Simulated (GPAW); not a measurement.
The system is ScAl3.

```xyz
4
Lattice="4.0878 0.0000 0.0000 0.0000 4.0878 0.0000 0.0000 0.0000 4.0878" Properties=species:S:1:pos:R:3 pbc="T T T"
Sc    0.0000    0.0000    0.0000
Al    2.0439    2.0439    0.0000
Al    0.0000    2.0439    2.0439
Al    2.0439    0.0000    2.0439
```

The cell is a database's computed one.

```yaml
Program: GPAW 26.7.0
Task: relaxation of cell and atoms
Functional: PBE
Dispersion: D4
Potentials_or_basis: GPAW PAW data sets (gpaw-data 1.2.1)
Cutoff: 600 eV
Basis: pw
k_mesh: 7 × 7 × 7
Occupations: fermi-dirac, width 0.05 eV
Spin: no spin polarisation
```

At the start: pressure -2.0 GPa; volume 17.08 Å³/atom.

Q: How do energy, volume and symmetry change on relaxing?

A: Over 3 steps the energy falls by 2.4 meV/atom and the volume is 16.69 Å³/atom (-2.2 %); space group Pm-3m (No. 221, to 0.05 Å).

Step by step:
| step | energy change (eV) | largest force (eV/Å) | pressure (GPa) | volume (Å³) |
| --- | --- | --- | --- | --- |
| 1 | 0.0000 | 0.0000 | -2.01 | 68.31 |
| 2 | -0.0019 | 0.0000 | -1.81 | 68.15 |
| 3 | -0.0096 | 0.0000 | 0.04 | 66.78 |

Final structure:
```
CELL_PARAMETERS angstrom
4.05703 0.00000 0.00000
0.00000 4.05703 0.00000
0.00000 0.00000 4.05703
ATOMIC_POSITIONS crystal
Sc 0.00000 0.00000 0.00000
Al 0.50000 0.50000 0.00000
Al 0.00000 0.50000 0.50000
Al 0.50000 0.00000 0.50000
```

Caveat: later steps reuse the first step's grids; pairwise dispersion overbinds metals, which lowers pressure and volume.
